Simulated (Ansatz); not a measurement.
# Transmission past a defect: Ta wire along [111], 3 atoms a period, W in place of one Ta

Aim: how much does this defect scatter, and at which energies?

Main program and level: Ansatz 0.2.0; DFT PBE, plane waves, PAW; relaxation of a wire's period, in the first sound run; inputs show where later runs differ.

## (1) The structure

The cell holds 3 atoms: 3 Ta. Cell: a = 9.148 Å, b = 9.511 Å, c = 2.875 Å, α = 90.0°, β = 90.0°, γ = 90.0°. Vacuum lies along a and b. The structure's axis is c.

## (2) Relaxing the period

Band widths follow the bond lengths, so the wire is relaxed first. The atoms and the third cell vector are free; the box across stays fixed as vacuum. A Fermi-Dirac smearing is set since the result may be a metal. The pressure printed is a third of the stress's trace over the whole box, vacuum included; only the stress along the axis is relaxed.

Input file input.yaml:

```yaml
crystal:
  lattice:
    - [9.148, 0.0, 0.0]
    - [0.0, 9.511, 0.0]
    - [0.0, 0.0, 2.8752043406]
  atoms:
    - { symbol: Ta, position: [0.371665938, 0.357480812, 0.0] }
    - { symbol: Ta, position: [0.371665938, 0.642494864, 0.333333333] }
    - { symbol: Ta, position: [0.628289737, 0.499987838, 0.666666667] }
kpoints:
  mp_grid: { grid: [1, 1, 28] }
scf:
  occupations: { method: fermi_dirac, width: 0.05 }
hamiltonian:
  xc: pbe
relax:
  cell: { fix: [a, b, alpha, beta, gamma] }
  max_steps: 60
```

On the command line:

```console
> ansatz run input.yaml --threads 4 --pin off --max-ram 16384MiB --backend cpu --events-out ev --progress --plain --runs-dir out
```

Numbers of over 12 decimals in the logs are rounded to 6 here.

The program printed:

```text
Engine: ansatz 0.2.0, aarch64-unknown-linux-gnu
Pseudopotentials: kind: paw
Pseudopotential: Ta, paw, valence charge 13, recommended cutoff 420 eV (normal), Ta.paw.azcp
Functional definition: PBE
  parameter kappa = 0.804
  parameter beta = 0.066725
  exchange = pbe_x(kappa = kappa, mu = beta*pi^2/3)
  correlation = pbe_c(beta = beta)
Crystal: 3 atoms, lattice volume = 250.162 Å³
Basis set: ecut = 420 eV, 4893 PW (Γ), exchange–correlation on 128×128×40 points (8 copies of the dense FFT grid, shifted against one another)
Bands: 24, of which v1, the nominal top of the filled ones, is band 20 counted from 1 (19 counted from 0)
Symmetry: 2 space group operations
Space group: P2 (ITA 3), of the structure as read, at distance tolerance 6.3e-5 Å
k-points: 15 of 28
Non-local potential: Ta, projectors of the file, l = 0: 3, l = 1: 2, l = 2: 2, l = 3: 1
PAW form: soft (Blöchl's): semilocal exchange-correlation on the pseudo side does not see the compensation charge
PAW one-centre angular grid: Ta, 590 points (default); XC on 64 Gauss nodes
Initial density: superposition of atomic densities (neutral atoms: chi_scale 0, normalization atom), corrected by the library's trained network
Initial wavefunctions: pseudopotential atomic-orbital guess
Functional: x = pbe(κ = 0.804, μ = 0.219515), c = pbe(β = 0.066725)
SCF iter   1: F=—  HF=-29787.942433 eV  |F-HF|=—  |Δ(HF+E_count)|=         —  Δρ=7.38e-3  dr2=3.55e-1  ethr=1.77e-3  ⟨swp⟩=6.5  Hψ=1601  notcnv=0
preconditioner: auto → LDOS  [metal: Δε(μ)=0.005 eV  Ē_g=2.399 eV  σ=0.050 eV  W_gap=0.02  n_scr=26 (ndim 8)  ℏωp=9.1 eV  f_vac=0.516  D(μ)=5.44/eV (n_scr^D=26)  β→1.0]
SCF iter   2: F=—  HF=-29787.889553 eV  |F-HF|=—  |Δ(HF+E_count)|=   5.29e-2  Δρ=4.63e-3  dr2=7.45e-2  ethr=9.11e-4  ⟨swp⟩=3.0  Hψ=668  notcnv=0
SCF iter   3: F=—  HF=-29787.881497 eV  |F-HF|=—  |Δ(HF+E_count)|=   8.06e-3  Δρ=9.50e-4  dr2=1.43e-2  ethr=1.91e-4  ⟨swp⟩=2.6  Hψ=549  notcnv=0
SCF iter   4: F=—  HF=-29787.880302 eV  |F-HF|=—  |Δ(HF+E_count)|=   1.20e-3  Δρ=5.69e-4  dr2=1.65e-3  ethr=3.66e-5  ⟨swp⟩=2.1  Hψ=495  notcnv=0
SCF iter   5: F=—  HF=-29787.879949 eV  |F-HF|=—  |Δ(HF+E_count)|=   3.53e-4  Δρ=1.48e-4  dr2=1.06e-4  ethr=4.22e-6  ⟨swp⟩=2.1  Hψ=538  notcnv=0
SCF iter   6: F=—  HF=-29787.879995 eV  |F-HF|=—  |Δ(HF+E_count)|=   4.62e-5  Δρ=5.19e-5  dr2=1.05e-5  ethr=2.72e-7  ⟨swp⟩=2.0  Hψ=484  notcnv=0
SCF iter   7: F=—  HF=-29787.880089 eV  |F-HF|=—  |Δ(HF+E_count)|=   9.42e-5  Δρ=1.37e-5  dr2=6.30e-7  ethr=2.70e-8  ⟨swp⟩=2.0  Hψ=489  notcnv=0
SCF iter   8: F=—  HF=-29787.880090 eV  |F-HF|=—  |Δ(HF+E_count)|=   6.57e-7  Δρ=5.15e-6  dr2=1.53e-7  ethr=2.56e-10  ⟨swp⟩=5.7  Hψ=1458  notcnv=0
SCF iter   9: F=-29787.880090 eV  HF=-29787.880090 eV  |F-HF|=2.91e-9  |Δ(HF+E_count)|=   1.37e-8  Δρ=1.38e-6  dr2=8.66e-9  ethr=2.56e-10  ⟨swp⟩=4.7  Hψ=1245  notcnv=0
SCF 1 converged in 9 iterations: F = -29787.880090 eV  dr2 = 8.66e-9
  greatest PAW one-centre occupation: 0.999 electrons in one spin orbital (limit 2), on the Ta atom at site 2 (counted from 0), in its partial waves of l = 0
relax step   1: F+E_penalty+E_count = -29787.88008995 eV  Δ(F+E_penalty+E_count) = +0.000e0 eV  max|allowed force component| = 3.226e0 eV/Å  Δτ_max = 0.0000 Å  P = -5.803 GPa  Ω = 250.162 Å³  fix = [a, b, alpha, beta, gamma]  reactions: a -4.798, b -4.707 GPa; alpha -0.005 GPa/rad  (9 SCF iters, dr2 threshold 1.00e-7 eV, accepted)
Crystal: 3 atoms, lattice volume = 244.646 Å³
Basis set: ecut = 420 eV, 4789 PW (Γ), exchange–correlation on 128×128×40 points (8 copies of the dense FFT grid, shifted against one another)
Initial density: handed on by an earlier stage of this run
Initial wavefunctions: those handed on with the density
SCF iter   1: F=—  HF=-29789.523943 eV  |F-HF|=—  |Δ(HF+E_count)|=         —  Δρ=1.86e-2  dr2=2.14e0  ethr=3.10e-3  ⟨swp⟩=10.1  Hψ=2158  notcnv=0
preconditioner: auto → LDOS  [metal: Δε(μ)=0.031 eV  Ē_g=3.105 eV  σ=0.050 eV  W_gap=0.15  n_scr=26 (ndim 8)  ℏωp=9.2 eV  f_vac=0.564  D(μ)=5.08/eV (n_scr^D=24)  β→1.0]
SCF iter   2: F=—  HF=-29789.703326 eV  |F-HF|=—  |Δ(HF+E_count)|=   1.79e-1  Δρ=1.75e-2  dr2=3.24e0  ethr=3.10e-3  ⟨swp⟩=4.0  Hψ=899  notcnv=0
SCF iter   3: F=—  HF=-29789.144356 eV  |F-HF|=—  |Δ(HF+E_count)|=   5.59e-1  Δρ=2.24e-3  dr2=1.50e-2  ethr=3.10e-3  ⟨swp⟩=3.1  Hψ=658  notcnv=0
SCF iter   4: F=—  HF=-29789.148468 eV  |F-HF|=—  |Δ(HF+E_count)|=   4.11e-3  Δρ=6.03e-4  dr2=9.77e-4  ethr=3.85e-5  ⟨swp⟩=2.7  Hψ=853  notcnv=0
SCF iter   5: F=—  HF=-29789.149227 eV  |F-HF|=—  |Δ(HF+E_count)|=   7.59e-4  Δρ=1.99e-4  dr2=2.27e-4  ethr=2.50e-6  ⟨swp⟩=2.6  Hψ=645  notcnv=0
SCF iter   6: F=—  HF=-29789.149352 eV  |F-HF|=—  |Δ(HF+E_count)|=   1.24e-4  Δρ=4.45e-5  dr2=1.44e-5  ethr=5.81e-7  ⟨swp⟩=2.0  Hψ=477  notcnv=0
SCF iter   7: F=—  HF=-29789.149356 eV  |F-HF|=—  |Δ(HF+E_count)|=   4.84e-6  Δρ=2.13e-5  dr2=3.21e-6  ethr=3.70e-8  ⟨swp⟩=2.1  Hψ=506  notcnv=0
SCF iter   8: F=-29789.149356 eV  HF=-29789.149356 eV  |F-HF|=9.00e-8  |Δ(HF+E_count)|=   2.78e-7  Δρ=5.94e-6  dr2=2.98e-7  ethr=7.69e-10  ⟨swp⟩=4.2  Hψ=1584  notcnv=0
SCF 2 converged in 8 iterations: F = -29789.149356 eV  dr2 = 2.98e-7
  greatest PAW one-centre occupation: 1.000 electrons in one spin orbital (limit 2), on the Ta atom at site 2 (counted from 0), in its partial waves of l = 0
relax step   2: F+E_penalty+E_count = -29789.14935601 eV  Δ(F+E_penalty+E_count) = -1.269e0 eV  max|allowed force component| = 1.314e-1 eV/Å  Δτ_max = 0.1939 Å  P = -0.422 GPa  Ω = 244.646 Å³  energy of the carried Pulay correction = +3.432e-4 eV  fix = [a, b, alpha, beta, gamma]  reactions: a +0.278, b +0.205 GPa; alpha -0.030 GPa/rad  (8 SCF iters, dr2 threshold 3.00e-7 eV, accepted)
Crystal: 3 atoms, lattice volume = 237.925 Å³
Basis set: ecut = 420 eV, 4665 PW (Γ), exchange–correlation on 128×128×40 points (8 copies of the dense FFT grid, shifted against one another)
iter 1 solved again at ethr=1.14e-4 eV; its pass at ethr=3.10e-3 eV (dr2=4.44e-2 eV) is discarded
SCF iter   1: F=—  HF=-29789.225367 eV  |F-HF|=—  |Δ(HF+E_count)|=         —  Δρ=4.12e-3  dr2=4.70e-2  ethr=1.14e-4  ⟨swp⟩=1.8  Hψ=2511  notcnv=0
preconditioner: auto → LDOS  [metal: Δε(μ)=0.041 eV  Ē_g=2.904 eV  σ=0.050 eV  W_gap=0.20  n_scr=26 (ndim 8)  ℏωp=9.3 eV  f_vac=0.552  D(μ)=6.25/eV (n_scr^D=36)  β→1.0]
SCF iter   2: F=—  HF=-29789.219109 eV  |F-HF|=—  |Δ(HF+E_count)|=   6.26e-3  Δρ=2.62e-3  dr2=3.65e-2  ethr=1.14e-4  ⟨swp⟩=2.5  Hψ=665  notcnv=0
SCF iter   3: F=—  HF=-29789.211581 eV  |F-HF|=—  |Δ(HF+E_count)|=   7.53e-3  Δρ=6.49e-4  dr2=2.18e-3  ethr=9.36e-5  ⟨swp⟩=2.4  Hψ=610  notcnv=0
SCF iter   4: F=—  HF=-29789.211228 eV  |F-HF|=—  |Δ(HF+E_count)|=   3.52e-4  Δρ=1.95e-4  dr2=5.51e-4  ethr=5.60e-6  ⟨swp⟩=2.1  Hψ=604  notcnv=0
SCF iter   5: F=—  HF=-29789.211170 eV  |F-HF|=—  |Δ(HF+E_count)|=   5.87e-5  Δρ=7.29e-5  dr2=6.74e-5  ethr=1.41e-6  ⟨swp⟩=1.7  Hψ=400  notcnv=0
SCF iter   6: F=—  HF=-29789.211247 eV  |F-HF|=—  |Δ(HF+E_count)|=   7.71e-5  Δρ=2.23e-5  dr2=3.94e-6  ethr=1.73e-7  ⟨swp⟩=2.0  Hψ=478  notcnv=0
SCF iter   7: F=—  HF=-29789.211247 eV  |F-HF|=—  |Δ(HF+E_count)|=   1.23e-7  Δρ=8.10e-6  dr2=4.05e-7  ethr=1.01e-8  ⟨swp⟩=2.0  Hψ=478  notcnv=0
SCF iter   8: F=-29789.211247 eV  HF=-29789.211247 eV  |F-HF|=3.69e-9  |Δ(HF+E_count)|=   7.29e-8  Δρ=2.41e-6  dr2=2.59e-8  ethr=7.69e-10  ⟨swp⟩=5.3  Hψ=1391  notcnv=0
SCF 3 converged in 8 iterations: F = -29789.211247 eV  dr2 = 2.59e-8
relax step   3: F+E_penalty+E_count = -29789.21124664 eV  Δ(F+E_penalty+E_count) = -6.189e-2 eV  max|allowed force component| = 6.089e-2 eV/Å  Δτ_max = 0.0282 Å  P = -0.310 GPa  Ω = 237.925 Å³  energy of the carried Pulay correction = +7.718e-4 eV  fix = [a, b, alpha, beta, gamma]  reactions: a +0.027, b +0.017 GPa; alpha -0.039 GPa/rad  (8 SCF iters, dr2 threshold 3.00e-7 eV, accepted)
[...]
relax step   4: F+E_penalty+E_count = -29789.21618470 eV  Δ(F+E_penalty+E_count) = -4.938e-3 eV  max|allowed force component| = 7.516e-2 eV/Å  Δτ_max = 0.0148 Å  P = +0.438 GPa  Ω = 231.720 Å³  energy of the carried Pulay correction = +1.178e-3 eV  fix = [a, b, alpha, beta, gamma]  reactions: a +0.246, b +0.208 GPa; alpha -0.085 GPa/rad  (7 SCF iters, dr2 threshold 3.00e-7 eV, accepted)
[...]
relax step   5: F+E_penalty+E_count = -29789.22224247 eV  Δ(F+E_penalty+E_count) = -6.058e-3 eV  max|allowed force component| = 1.465e-2 eV/Å  Δτ_max = 0.0111 Å  P = +0.055 GPa  Ω = 234.578 Å³  energy of the carried Pulay correction = +9.898e-4 eV  fix = [a, b, alpha, beta, gamma]  reactions: a +0.115, b +0.130 GPa; alpha -0.029 GPa/rad  (7 SCF iters, dr2 threshold 3.00e-7 eV, accepted)
[...]
relax step   6: F+E_penalty+E_count = -29789.22233303 eV  Δ(F+E_penalty+E_count) = -9.056e-5 eV  max|allowed force component| = 1.476e-2 eV/Å  Δτ_max = 0.0085 Å  P = +0.065 GPa  Ω = 234.348 Å³  energy of the carried Pulay correction = +1.005e-3 eV  fix = [a, b, alpha, beta, gamma]  reactions: a +0.128, b +0.095 GPa; alpha -0.078 GPa/rad  (7 SCF iters, dr2 threshold 1.64e-8 eV, accepted)
[...]
relax step   7: F+E_penalty+E_count = -29789.22239549 eV  Δ(F+E_penalty+E_count) = -6.246e-5 eV  max|allowed force component| = 9.179e-3 eV/Å  Δτ_max = 0.0056 Å  P = +0.080 GPa  Ω = 234.274 Å³  energy of the carried Pulay correction = +1.010e-3 eV  fix = [a, b, alpha, beta, gamma]  reactions: a +0.132, b +0.110 GPa; alpha -0.038 GPa/rad  (7 SCF iters, dr2 threshold 1.36e-8 eV, accepted)
Basis set: ecut = 420 eV, 4613 PW (Γ), exchange–correlation on 128×128×36 points (8 copies of the dense FFT grid, shifted against one another)
Initial wavefunctions: pseudopotential atomic-orbital guess (no wavefunctions were taken with the density)
iter 1 solved again at ethr=2.94e-7 eV; its pass at ethr=3.10e-3 eV (dr2=1.15e-4 eV) is discarded
SCF iter   1: F=—  HF=-29789.221583 eV  |F-HF|=—  |Δ(HF+E_count)|=         —  Δρ=4.42e-5  dr2=4.92e-7  ethr=2.94e-7  ⟨swp⟩=4.3  Hψ=2835  notcnv=0
preconditioner: auto → LDOS  [metal: Δε(μ)=0.014 eV  Ē_g=2.933 eV  σ=0.050 eV  W_gap=0.07  n_scr=26 (ndim 8)  ℏωp=9.4 eV  f_vac=0.553  D(μ)=6.48/eV (n_scr^D=36)  β→1.0]
SCF iter   2: F=—  HF=-29789.221737 eV  |F-HF|=—  |Δ(HF+E_count)|=   1.54e-4  Δρ=3.43e-6  dr2=2.06e-8  ethr=1.26e-9  ⟨swp⟩=2.8  Hψ=743  notcnv=0
SCF iter   3: F=—  HF=-29789.221737 eV  |F-HF|=—  |Δ(HF+E_count)|=   6.16e-9  Δρ=1.10e-6  dr2=8.03e-9  ethr=5.29e-11  ⟨swp⟩=2.9  Hψ=783  notcnv=0
SCF iter   4: F=—  HF=-29789.221737 eV  |F-HF|=—  |Δ(HF+E_count)|=   1.39e-9  Δρ=2.86e-7  dr2=5.47e-10  ethr=2.06e-11  ⟨swp⟩=2.3  Hψ=595  notcnv=0
SCF iter   5: F=—  HF=-29789.221737 eV  |F-HF|=—  |Δ(HF+E_count)|=  6.91e-11  Δρ=8.47e-8  dr2=3.91e-11  ethr=1.40e-12  ⟨swp⟩=2.7  Hψ=625  notcnv=0
SCF iter   6: F=-29789.221737 eV  HF=-29789.221737 eV  |F-HF|=3.64e-12  |Δ(HF+E_count)|=  7.28e-12  Δρ=2.91e-8  dr2=9.60e-12  ethr=1.00e-12  ⟨swp⟩=6.6  Hψ=1711  notcnv=0
SCF 8 converged in 6 iterations: F = -29789.221737 eV  dr2 = 9.60e-12
relax step   8: F+E_penalty+E_count = -29789.22173740 eV  Δ(F+E_penalty+E_count) = +6.581e-4 eV  max|allowed force component| = 9.181e-3 eV/Å  Δτ_max = 0.0000 Å  P = +0.078 GPa  Ω = 234.274 Å³  fix = [a, b, alpha, beta, gamma]  reactions: a +0.131, b +0.109 GPa; alpha -0.038 GPa/rad  stress off target by 6.42e-3 GPa on what of the cell is left free  SCF on the basis re-selected at this cell (its energy is not comparable with the rows above)  (6 SCF iters)
basis re-selected at this cell: Δ(F+E_penalty+E_count) = +6.581e-4 eV, ΔP = -0.002 GPa vs the last step (what re-selecting the basis moved, of the pressure what is left beyond the Pulay correction that the steps carried, after the strain that the cell walked since its last selection, with what the two solves' SCF thresholds leave and, on support functions, any second-order correction that the steps lacked; it is no measure of the basis error at this ecutwfc). The dense FFT grid was sized anew with the basis: this SCF ran on 64×64×18 points, the steps before it on 64×64×20, so part of this shift can come from that change (see relax.cell in the input reference). [rest of the remark cut]
SCF converged after 6 iterations
Free energy (F): -29789.221737 eV
Harris-Foulkes:  -29789.221737 eV  (|F-HF|=3.64e-12)
Internal energy: -29789.170788 eV  (E = F + TS)
E sigma→0 (E₀):  -29789.196263 eV
Entropy (-TS):   -0.050949 eV (-16.983 meV/atom)
Fermi energy:    1.625983 eV
--- Per-component energies (eV) ---
  E_band       = -981.469581
  E_kinetic    = 1093.932873
  E_local      = -9510.138181  (includes V_loc(G=0)·N_el)
  E_nonlocal   = 50.996209
  E_hartree    = 4162.985188
  E_xc         = -648.894578
  E_vxc        = -603.419615  (∫ρ·V_xc dr)
  E_paw        = -25190.490402  (= ΣΔE_a)
  E_vpaw       = -338.811426  (= ΣTr[D̂ρ^β])
  E_aug_tail   = 0.000462  (compensation charges beyond the density's cutoff)
  E_ewald      = 252.437641
  E_smearing   = -0.050949  (= −TS)
  E_closure    = -0.000000  (closes the sum)
  Σ components = -29789.221737   (vs F -29789.221737, Δ=0.00e0)
--- Forces (eV/Å), atoms counted from 1 ---
  atom   1  Ta    -0.00311861     0.00473973     0.00918074
  atom   2  Ta    -0.00311861    -0.00473973    -0.00918074
  atom   3  Ta     0.00623490     0.00000000     0.00000000
  max |Σ_I F_I| component: 2.32e-6 eV/Å
--- Stress (GPa, compression-positive) ---
        0.131337       0.000000       0.000000
        0.000000       0.109416       0.037955
        0.000000       0.037955      -0.006425
  P = ⅓ Tr σ = 0.0781 GPa (0.781 kbar)
--- Relaxed structure (7 steps of the walk, 7 accepted, 1 SCFs on fresh bases) ---
  F+E_penalty+E_count = -29789.22173740 eV   max|allowed force component| = 9.181e-3 eV/Å   (the final SCF, on the basis selected at the relaxed cell)
  cell:  # Å, volume = 234.2736 Å³
    - [9.148, 0.0, 0.0]
    - [0.0, 9.511, 0]
    - [0.0, 0, 2.692594]
  atoms:
    - { symbol: Ta, position: [0.380367, 0.371990, 0.00088003] }
    - { symbol: Ta, position: [0.380367, 0.627985, 0.332453] }
    - { symbol: Ta, position: [0.610887, 0.499987838, 0.666667] }
```

Elapsed: 16 s, on 4 threads of Arm Neoverse V1, shared host; peak memory 0.49 GiB.

Step by step:

| step | energy less that of the first step (eV) | largest force component (eV/Å) | pressure (GPa) | volume (Å³) |
| --- | --- | --- | --- | --- |
| 1 | 0.0000 | 3.2258 | -5.80 | 250.16 |
| 2 | -1.2693 | 0.1314 | -0.42 | 244.65 |
| 3 | -1.3312 | 0.0609 | -0.31 | 237.93 |
| 4 | -1.3361 | 0.0752 | 0.44 | 231.72 |
| 5 | -1.3422 | 0.0147 | 0.05 | 234.58 |
| 6 | -1.3422 | 0.0148 | 0.06 | 234.35 |
| 7 | -1.3423 | 0.0092 | 0.08 | 234.27 |
| 8* | -1.3416 | 0.0092 | 0.08 | 234.27 |

Relaxation steps marked * repeat the geometry before them on a plane-wave basis chosen anew for their cell, so energy and pressure can jump there.

The run keeps the 2 symmetry operations that it works with, so distortions that break them were not tested.

| cell as run | before | after | change |
| --- | --- | --- | --- |
| c (Å) | 2.875 | 2.693 | -6.4 % |

The atoms that moved most (Å, along periodic axes as changes of fractional coordinates times the final cell, across vacuum about the mean position):

| atom | dx | dy | dz | length |
| --- | --- | --- | --- | --- |
| Ta1 | 0.080 | 0.138 | 0.002 | 0.159 |
| Ta2 | 0.080 | -0.138 | -0.002 | 0.159 |
| Ta3 | -0.159 | 0.000 | 0.000 | 0.159 |

Final coordinates:

```xyz
3
Lattice="9.1480 0.0000 0.0000 0.0000 9.5110 0.0000 0.0000 0.0000 2.6926" Properties=species:S:1:pos:R:3
Ta    3.4796    3.5380    0.0024
Ta    3.4796    5.9728    0.8952
Ta    5.5884    4.7554    1.7951
```

This step gave:

```yaml
energy_at_zero_smearing: -29789.1963 eV
cell_length_along_the_wire: 2.693 Å
```

The cell's length comes to 2.693 Å with spin left out.

(Continued in part 2 of 4.)

[Logs are printed without paths, hosts, clocks, repeated set-up lines and the standing remarks that a program may print on its own settings, such as how far it seeks lower states.]

[Hosts, paths, dates, database ids (printed as entryN), source tags and the programs' standing remarks are cut or masked in the printed files.]
